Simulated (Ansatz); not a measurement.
BeO:
```
CELL_PARAMETERS angstrom
      2.69278     0.00000     0.00000
     -1.34639     2.33202     0.00000
      0.00000     0.00000     4.37264
ATOMIC_POSITIONS crystal
  Be 0.33333 0.66667 0.99990
  Be 0.66667 0.33333 0.49990
  O  0.33333 0.66667 0.37760
  O  0.66667 0.33333 0.87760
```

Relaxed with PBEsol.

### Question
Decompose the optical modes at the zone centre into irreducible representations, and say which are infrared and Raman allowed.

### Answer
Point group 6mm: Γ_opt = A1 + 2B1 + E1 + 2E2. Infrared: A1, E1. Raman: A1, E1, E2.

### Question
Assign frequencies (DFPT, PBEsol (plane waves, PAW; program Ansatz); without the LO–TO term).

### Answer
E2 324, A1 691, E2 694, B1 705, E1 731, B1 871 cm⁻¹.

Subscripts of B labels follow the axes of the standard setting.

Space group P6_3mc (wurtzite). The cell was relaxed with PBEsol under the symmetry of its start.

Potentials: the earlier of the program's two PAW sets. The files were generated under PBE; for other functionals the program regenerates the frozen cores, and for LDA and PBEsol the local potential too.
